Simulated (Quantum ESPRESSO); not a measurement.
## BN under changes of volume

One of the cells (8.249 Å³/atom); the others are scaled copies at fixed shape and fractional positions:

```
N B
1.0
     2.50804    0.00000    0.00000
    -1.24671    2.17623    0.00000
    -0.63067   -1.08812    3.02254
N B
1 1
Direct
  0.66851 0.33238 0.98500
  0.97964 0.98350 0.00181
```

The cell comes from a database or a generator and needn't be the stable form of this composition.

* Program: Quantum ESPRESSO 7.5
* Functional: PBEsol
* Potentials or basis: GBRV 1.5 PBEsol
* Cutoff: 612 eV
* Density cutoff: 4898 eV
* k mesh: 13 × 13 × 9
* Occupations: fermi-dirac, width 0.05 eV
* Spin: no spin polarisation

```csv
volume (Å³/atom),energy over the lowest point (meV/atom),pressure (GPa),gap on the mesh (eV)
7.754,34.08,20.7,2.67
7.919,16.20,13.9,2.69
8.084,5.04,7.7,2.70
8.249,0.00,2.0,2.71
8.414,0.55,-3.2,2.72
8.579,6.21,-7.9,2.73
8.744,?,?,?
```

Q: What does the run at 8.744 Å³/atom give?

A: Energy over the lowest point 16.53 meV/atom; pressure -12.2 GPa; gap on the mesh 2.74 eV.

Worked out: A Birch-Murnaghan fit of order 3 (a polynomial in V^(-2/3)) to the other rows has its minimum at 8.31 Å³/atom with B0 = V·E''(V) = 264 GPa and B' = 3.6 at fixed shape and positions, which overstates the stiffness. It gives 16.53 meV/atom at 8.744 Å³/atom, against the run's 16.53, and -dE/dV = -12.2 GPa, against -12.2. A straight line through the other rows of the gap, of slope 0.566 eV per unit of ln V, extrapolates to 2.74 eV, against the run's 2.74.

Energies are extrapolated to zero smearing.

Caveats: an odd mesh through Γ misses points on the zone boundary, where band edges often lie.
